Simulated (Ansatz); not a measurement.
# NaI: moving I off its site

NaI, Fm-3m, a = 6.473 Å (as given, not relaxed at this level: -0.1 GPa). Ansatz: r2SCAN, PAW, 500 eV, Γ-centred 6×6×6 mesh on 2 atoms, Gaussian smearing 0.05 eV; no spin polarisation.

```
Na I
1.0
     0.00000    3.23640    3.23640
     3.23640    0.00000    3.23640
     3.23640    3.23640    0.00000
Na I
1 1
Direct
  0.00000 0.00000 0.00000
  0.50000 0.50000 0.50000
```

Atom 2 (I) moves by x along the unit vector (0.000, 1.000, 0.000), with its periodic images; all else is held. y is the free energy of the cell over the start, F the force along the path summed over the moved atoms. Symmetry makes y even in x.

| x (Å) | y (meV) | F (eV/Å) |
| --- | --- | --- |
| -0.5000 | ? | ? |
| -0.2500 | 32.8 | 0.29 |
| 0.0000 | 0.0 | 0.00 |
| 0.0625 | 1.8 | -0.06 |
| 0.1250 | 7.5 | -0.12 |
| 0.1875 | 17.6 | -0.20 |
| 0.3125 | 54.4 | -0.41 |
| 0.3750 | 84.0 | -0.55 |
| 0.4375 | 123.8 | -0.73 |

Q: Fit y = c2 x² + c4 x⁴ to the energies of the other rows, give the force constant, and predict energy and force of the missing row.

A: Least squares on the rows shown. y = 464.37 x² + 951.46 x⁴. The force constant is 2 c2 = 0.929 eV/Å² (for all images moving together, not for a lone atom). With two atoms in a cubic cell this is the optical mode at Γ without the LO field: ω = 521.5 √(2 c2/μ) = 114 cm⁻¹ for μ = 19.46 u. The force −dy/dx at the missing row is 0.94 eV/Å (computed 0.96). At x = -0.5000 the fit asked for gives 175.6 meV. The run gave 176.3 meV, so the fit is 0.7 meV too low, a small miss on the scale of the series.